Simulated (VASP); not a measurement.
The system is NiO.

```
Ni O
1.0
     0.00000    2.08590    2.08590
     2.08590    0.00000    2.08590
     2.08590    2.08590    0.00000
Ni O
1 1
Direct
  0.00000 0.00000 0.00000
  0.50000 0.50000 0.50000
```

- Program: VASP 6.6.1
- Task: relaxation of cell and atoms
- Functional: PBE
- Potentials or basis: VASP PAW PBE potentials, release 64 (Ni_GW, O_GW)
- Cutoff: 630 eV
- k mesh: 11 × 11 × 11
- Occupations: fermi-dirac, width 0.05 eV
- Spin: collinear spin, ferromagnetic start
- Starting moments: [1.0, 0.0] μB

At the start: pressure 4.7 GPa; volume 9.08 Å³/atom.

Problem. Where does the relaxation end?

Solution. Over 3 steps the energy falls by 3.6 meV/atom and the volume is 9.33 Å³/atom (+2.8 %); space group Fm-3m (No. 225, to 0.05 Å); moment 1.78 μB per cell.

The path:
```
step  energy change (eV)  largest force (eV/Å)  pressure (GPa)  volume (Å³)
   1              0.0000                0.0000            4.72        18.15
   2             -0.0060                0.0000           -1.84        18.86
   3             -0.0073                0.0000            0.01        18.65
```

Final structure:
```
CELL_PARAMETERS angstrom
0.00000 2.10491 2.10491
2.10491 0.00000 2.10491
2.10491 2.10491 0.00000
ATOMIC_POSITIONS crystal
Ni 0.00000 0.00000 0.00000
O 0.50000 0.50000 0.50000
```

Caveat: a cell with one magnetic atom can't hold antiferromagnetic order, which such compounds often take.
